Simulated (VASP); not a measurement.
# PtSe2 (Sudovikovite) (P-3m1) in VASP: notebook

Runs on PtSe2 (Sudovikovite). Level: HSE06. Tasks: single point.

Program: VASP 6.6.1. These are calculated values, not measurements. Logs are shortened: lines on timing, memory, paths and dates and some standing lists are left out, and cuts for length are marked.

### 1 Starting point

The structure is trigonal, space group P-3m1 (No. 164). Conventional cell: a = 3.724 Å, b = 3.724 Å, c = 5.062 Å, α = 90.00°, β = 90.00°, γ = 120.00°. Pt (site symmetry -3m) is surrounded by 6 Se at 2.49 Å. Se (site symmetry 3m) has 3 Pt at 2.49 Å as nearest neighbours.

### 2 Single point, HSE06

Input file POSCAR:

```
PtSe2
1.0
    3.7240000000      0.0000000000      0.0000000000
   -1.8620000000      3.2250786037      0.0000000000
    0.0000000000      0.0000000000      5.0620000000
Pt Se
1 2
Direct
    0.0000000000      0.0000000000      0.0000000000
    0.6666666667      0.3333333333      0.7500000000
    0.3333333333      0.6666666667      0.2500000000
```

Input file INCAR.step1:

```
SYSTEM = PtSe2
PREC     = Accurate       ! precision mode
ENCUT    = 400            ! plane-wave cutoff, eV
EDIFF    = 1E-5           ! SCF threshold, eV
ISMEAR   = 0              ! smearing method
SIGMA    = 0.01           ! smearing width, eV
LREAL    = .FALSE.        ! projectors in reciprocal space
LASPH    = .TRUE.         ! aspherical terms in the spheres
NELM     = 100            ! most SCF steps
ALGO     = Normal         ! electronic algorithm
ISIF     = 2              ! what is computed and relaxed
LWAVE    = .TRUE.         ! write WAVECAR
LCHARG   = .FALSE.        ! write CHGCAR
NKRED    = 1            
NBANDS   = 19             ! bands
GGA      = PE             ! functional
```

Input file INCAR.step2:

```
SYSTEM = PtSe2
PREC     = Accurate       ! precision mode
ENCUT    = 400            ! plane-wave cutoff, eV
EDIFF    = 1E-6           ! SCF threshold, eV
ISMEAR   = 0              ! smearing method
SIGMA    = 0.01           ! smearing width, eV
LREAL    = .FALSE.        ! projectors in reciprocal space
LASPH    = .TRUE.         ! aspherical terms in the spheres
NELM     = 100            ! most SCF steps
ALGO     = Normal         ! electronic algorithm
ISIF     = 2              ! what is computed and relaxed
LWAVE    = .FALSE.        ! write WAVECAR
LCHARG   = .FALSE.        ! write CHGCAR
GGA      = PE             ! functional
LHFCALC  = .TRUE.         ! exact exchange
HFSCREEN = 0.2            ! screening, 1/A
PRECFOCK = Fast         
NKRED    = 1            
NBANDS   = 19             ! bands
ISTART   = 1
```

Input file KPOINTS:

```
regular mesh
0
G
  5 5 3
  0 0 0
```

Potentials or basis: VASP PAW PBE potentials, release 64 (Pt, Se).

Command:

```bash
$ cat potpaw_PBE.64/Pt/POTCAR potpaw_PBE.64/Se/POTCAR > POTCAR
$ cp INCAR.step1 INCAR
$ mpirun -np 1 vasp_std > vasp.out
$ cp INCAR.step2 INCAR
$ mpirun -np 1 vasp_std > vasp.out
```

OUTCAR:

```text
SYSTEM = PtSe2
   PREC = Accurate
   ENCUT = 400
   EDIFF = 1E-6
   ISMEAR = 0
   LREAL = .FALSE.
   LASPH = .TRUE.
   NELM = 100
   ISIF = 2
   GGA = PE
   LHFCALC = .TRUE.
   HFSCREEN = 0.2
   PRECFOCK = Fast
   NKRED = 1
   ISTART = 1

 Found     12 irreducible k-points:

 Following reciprocal coordinates:
            Coordinates               Weight
  0.000000  0.000000  0.000000      1.000000
  0.200000  0.000000  0.000000      6.000000
  0.400000 -0.000000  0.000000      6.000000
  0.200000  0.200000  0.000000      6.000000
  0.400000  0.200000  0.000000      6.000000
  0.000000  0.000000  0.333333      2.000000
   k-points           NKPTS =     12   k-points in BZ     NKDIM =     75   number of bands    NBANDS=     19
   number of dos      NEDOS =    301   number of ions     NIONS =      3
   total plane-waves  NPLWV =  20736
   dimension x,y,z NGX =    24 NGY =   24 NGZ =   36
   dimension x,y,z NGXF=    48 NGYF=   48 NGZF=   72
   ions per type =               1   2
   NGX,Y,Z   is equivalent  to a cutoff of  10.71, 10.71, 11.82 a.u.
   NGXF,Y,Z  is equivalent  to a cutoff of  21.43, 21.43, 23.65 a.u.
 SYSTEM =  PtSe2
   PREC   = accura    normal or accurate (medium, high low for compatibility)
   ISTART =      1    job   : 0-new  1-cont  2-samecut
   ICHARG =      0    charge: 1-file 2-atom 10-const
   ISPIN  =      1    spin polarized calculation?
   LNONCOLLINEAR =      F non collinear calculations
   LSORBIT =      F    spin-orbit coupling
   LASPH  =      T    aspherical Exc in radial PAW
   ENCUT  =  400.0 eV  29.40 Ry    5.42 a.u.   6.07  6.07  8.25*2*pi/ulx,y,z
   NELM   =    100;   NELMIN=  2; NELMDL=  0     # of ELM steps
   EDIFF  = 0.1E-05   stopping-criterion for ELM
   LREAL  =      F    real-space projection
   EDIFFG = 0.1E-04   stopping-criterion for IOM
   NSW    =      0    number of steps for IOM
   IBRION =     -1    ionic relax: 0-MD 1-quasi-New 2-CG
   NFREE  =      0    steps in history (QN), initial steepest desc. (CG)
   ISIF   =      2    stress and relaxation
   ISYM   =      3    0-nonsym 1-usesym 2-fastsym
   POTIM  = 0.5000    time-step for ionic-motion
   TEBEG  =    0.0;   TEEND  =   0.0 temperature during run
   PSTRESS=    0.0 pullay stress
   NELECT =      22.0000    total number of electrons
   NUPDOWN=      -1.0000    fix difference up-down
   EMIN   =  10.00;   EMAX   =-10.00  energy-range for DOS
   EFERMI =   0.00;   METHOD = LEGACY
   ISMEAR =     0;   SIGMA  =   0.01  broadening in eV -4-tet -1-fermi 0-gaus
   EFERMI_NEDOS =   21; number of points for ismear=-14 and -15
   IALGO  =     38    algorithm
   IMIX   =      1    mixing-type and parameters
     AMIX     =   0.40;   BMIX     =  1.00
     AMIX_MAG =   1.60;   BMIX_MAG =  1.00
  volume/ion in A,a.u.               =      20.27       136.76
  Fermi-wavevector in a.u.,A,eV,Ry     =   1.166608  2.204570 18.517184  1.360975
  Thomas-Fermi vector in A             =   2.303119
   LORBIT       =      0    0 simple, 1 ext, 2 COOP (PROOUT), +10 PAW based schemes
   GGA     = PE    functional components
   LHFCALC =     T    Hartree Fock is set to
   PRECFOCK=fast      Normal, Fast or Accurate (Low or Medium for compatibility)
   ENCUT4O =  -1.0   cutoff for four orbital integrals eV
   NKREDX  =     1    reduce k-point grid by
   NKREDY  =     1    reduce k-point grid by
   NKREDZ  =     1    reduce k-point grid by
   AEXX    =    0.2500 exact exchange contribution
   HFSCREEN=    0.2000 screening length (either q_TF or 0.3 A-1)
   HFSCREENC=   0.2000 screening length for correlation (either q_TF or 0.3 A-1)
   ENCUTFOCK=  -1.0 apply spherical cutoff to Coloumb kernel
   IVDW    =     0    specifies the selected vdW correction
   LEPSILON=     F    determine dielectric tensor
   LRPA    =     F    only Hartree local field effects (RPA)
 non-spin polarized calculation
 Gauss-broadening in eV      SIGMA  =   0.01
  energy-cutoff  :      400.00
  volume of cell :       60.80
 maximum number of plane-waves:      1121
  NGX = 14; NGY = 14; NGZ = 20

 number of electron      21.9999994 magnetization

 Free energy of the ion-electron system (eV)
  ---------------------------------------------------
  ext. energy  EPLUGINS =         0.00000000
  ---------------------------------------------------
  free energy    TOTEN  =       -17.26129597 eV

  energy without entropy =      -17.26129597  energy(sigma->0) =      -17.26129597

 E-fermi :   6.8107     XC(G=0):  -8.7721

 val. band max:        6.6928541543   @ k =   0.0000   0.0000   0.0000
 cond. band min:       6.9000895308   @ k =   0.4000   0.2000   0.0000
 fundamental gap:      0.2072353765
 Fermi energy:         6.8106870351

 k-point     1 :       0.0000    0.0000    0.0000
  band No.  band energies     occupation
      1     -11.1302      2.00000
      2      -7.9709      2.00000
      3      -1.9747      2.00000
      4      -1.1302      2.00000
      5      -1.1302      2.00000
      6       1.1975      2.00000
[... 11 lines left out ...]
     18      18.9795      0.00000
     19      19.5249      0.00000

 k-point     2 :       0.2000    0.0000    0.0000
  band No.  band energies     occupation
      1     -10.6501      2.00000
      2      -8.1902      2.00000
      3      -1.4324      2.00000
      4      -0.8143      2.00000
      5      -0.8060      2.00000
      6       0.6387      2.00000
[... 11 lines left out ...]
     18      15.7053      0.00000
     19      16.7433      0.00000

 k-point     3 :       0.4000   -0.0000    0.0000
  band No.  band energies     occupation
      1      -9.5391      2.00000
      2      -8.6751      2.00000
      3      -1.7002      2.00000
      4      -0.4027      2.00000
      5      -0.2103      2.00000
      6       0.6668      2.00000
[... 11 lines left out ...]
     18      17.1396      0.00000
     19      18.7998      0.00000

 k-point     4 :       0.2000    0.2000    0.0000
  band No.  band energies     occupation
      1      -9.8497      2.00000
      2      -8.4967      2.00000
      3      -0.7835      2.00000
      4      -0.6295      2.00000
      5      -0.5859      2.00000
      6      -0.0166      2.00000
[... 11 lines left out ...]
     18      15.9520      0.00000
     19      16.6549      0.00000

 k-point     5 :       0.4000    0.2000    0.0000
  band No.  band energies     occupation
      1      -9.0099      2.00000
      2      -8.8883      2.00000
      3      -1.7495      2.00000
      4      -0.6833      2.00000
      5      -0.1889      2.00000
      6       0.5001      2.00000
[... 11 lines left out ...]
     18      17.2087      0.00000
     19      17.8472      0.00000

 k-point     6 :       0.0000    0.0000    0.3333
  band No.  band energies     occupation
      1     -10.7160      2.00000
      2      -8.8588      2.00000
      3      -1.0846      2.00000
      4      -1.0846      2.00000
      5      -0.7166      2.00000
      6       1.1681      2.00000
[... 11 lines left out ...]
     18      16.7955      0.00000
     19      17.2194      0.00000

 [... further k-points ...]

------------------------ aborting loop because EDIFF is reached ----------------------------------------

  FORCE on cell =-STRESS in cart. coord.  units (eV):
  Direction    XX          YY          ZZ          XY          YZ          ZX
  --------------------------------------------------------------------------------------
  -------------------------------------------------------------------------------------
  Total        0.8603130      0.8603130      1.0248623      0.0000000      0.0000000      0.0000000
  in kB       22.6722661     22.6722661     27.0087176      0.0000000      0.0000000      0.0000000
  external PRESSURE =      24.1177499 kB  Pullay stress =       0.0000000 kB

 VOLUME and BASIS-vectors are now :
 -----------------------------------------------------------------------------
  energy-cutoff  :      400.00
  volume of cell :       60.80
      direct lattice vectors                 reciprocal lattice vectors
     3.724000000  0.000000000  0.000000000     0.268528464  0.155034981  0.000000000
    -1.862000000  3.225078604  0.000000000     0.000000000  0.310069962  0.000000000
     0.000000000  0.000000000  5.062000000     0.000000000  0.000000000  0.197550375

 POSITION                                       TOTAL-FORCE (eV/Angst)
 -----------------------------------------------------------------------------------
      0.00000      0.00000      0.00000         0.000000      0.000000      0.000000
      1.86200      1.07503      3.79650         0.000000     -0.000000     -0.018613
     -0.00000      2.15005      1.26550        -0.000000      0.000000      0.018613
 -----------------------------------------------------------------------------------
    total drift:                                0.000008      0.000003      0.000012

  FREE ENERGIE OF THE ION-ELECTRON SYSTEM (eV)
  ---------------------------------------------------
  free  energy   TOTEN  =       -17.2612959677 eV

  energy  without entropy=      -17.2612959677  energy(sigma->0) =      -17.26129597
```

Wall time 12 min (1 thread of Intel Xeon Platinum 8259CL at 2.50GHz (Skylake/Cascade Lake), shared host); peak memory 0.26 GiB.

The run converged, but some of its settings lie outside the range that counts as converged, so its numbers aren't taken as properties of the crystal.

What came out:

* Free energy: -17.2613 eV
* Pressure: 2.4 GPa
* Largest force: 0.019 eV/Å
* Band gap on the k mesh: 0.21 eV, indirect (least direct gap 1.37 eV)

Caveat: the PAW data sets were made with another functional, which shifts forces and pressure a little; spin-orbit coupling is left out, which moves the levels of the heavy elements; an odd mesh through Γ misses points on the zone boundary, where band edges often lie.

### 3 Single point, HSE06

POSCAR is that of step 2.

INCAR.step1: that of step 2 with these lines changed.

```diff
@@ -2,3 +2,3 @@
 PREC     = Accurate       ! precision mode
-ENCUT    = 400            ! plane-wave cutoff, eV
+ENCUT    = 520            ! plane-wave cutoff, eV
 EDIFF    = 1E-5           ! SCF threshold, eV
```

INCAR.step2: that of step 2 with these lines changed.

```diff
@@ -2,3 +2,3 @@
 PREC     = Accurate       ! precision mode
-ENCUT    = 400            ! plane-wave cutoff, eV
+ENCUT    = 520            ! plane-wave cutoff, eV
 EDIFF    = 1E-6           ! SCF threshold, eV
```

KPOINTS is that of step 2.

Potentials or basis: VASP PAW PBE potentials, release 64 (Pt, Se).

Command:

```bash
$ cat potpaw_PBE.64/Pt/POTCAR potpaw_PBE.64/Se/POTCAR > POTCAR
$ cp INCAR.step1 INCAR
$ mpirun -np 1 vasp_std > vasp.out
$ cp INCAR.step2 INCAR
$ mpirun -np 1 vasp_std > vasp.out
```

It took 15 min on 1 thread of Intel Xeon Platinum 8259CL at 2.50GHz (Skylake/Cascade Lake), shared host; peak memory 0.28 GiB.

The run converged, but some of its settings lie outside the range that counts as converged, so its numbers aren't taken as properties of the crystal.

Results:

```yaml
Free_energy: -17.2620 eV
Pressure: 2.4 GPa
Largest_force: 0.018 eV/Å
Band_gap_on_the_k_mesh: 0.21 eV, indirect (least direct gap 1.37 eV)
```

Caveat: the PAW data sets were made with another functional, which shifts forces and pressure a little; spin-orbit coupling is left out, which moves the levels of the heavy elements; an odd mesh through Γ misses points on the zone boundary, where band edges often lie.

### 4 Single point, HSE06

POSCAR is that of step 3.

INCAR.step1: that of step 3 with these lines changed.

```diff
@@ -2,3 +2,3 @@
 PREC     = Accurate       ! precision mode
-ENCUT    = 520            ! plane-wave cutoff, eV
+ENCUT    = 400            ! plane-wave cutoff, eV
 EDIFF    = 1E-5           ! SCF threshold, eV
@@ -13,3 +13,3 @@
 LCHARG   = .FALSE.        ! write CHGCAR
-NKRED    = 1            
+NKRED    = 2            
 NBANDS   = 19             ! bands
```

INCAR.step2: that of step 3 with these lines changed.

```diff
@@ -2,3 +2,3 @@
 PREC     = Accurate       ! precision mode
-ENCUT    = 520            ! plane-wave cutoff, eV
+ENCUT    = 400            ! plane-wave cutoff, eV
 EDIFF    = 1E-6           ! SCF threshold, eV
@@ -17,3 +17,3 @@
 PRECFOCK = Fast         
-NKRED    = 1            
+NKRED    = 2            
 NBANDS   = 19             ! bands
```

Input file KPOINTS:

```
regular mesh
0
G
  6 6 4
  0 0 0
```

Command:

```bash
$ cat potpaw_PBE.64/Pt/POTCAR potpaw_PBE.64/Se/POTCAR > POTCAR
$ cp INCAR.step1 INCAR
$ mpirun -np 1 vasp_std > vasp.out
$ cp INCAR.step2 INCAR
$ mpirun -np 1 vasp_std > vasp.out
```

Wall time 6.5 min (1 thread of Intel Xeon Platinum 8259CL at 2.50GHz (Skylake/Cascade Lake), shared host); peak memory 0.28 GiB.

These settings aren't checked as converged: the numbers below hold their error.

What came out:

| Property | Result |
| --- | --- |
| Free energy | -17.2851 eV |
| Pressure | 2.3 GPa |
| Largest force | 0.089 eV/Å |
| Band gap on the k mesh | none (metal or under the smearing width) |

Caveat: the PAW data sets were made with another functional, which shifts forces and pressure a little.
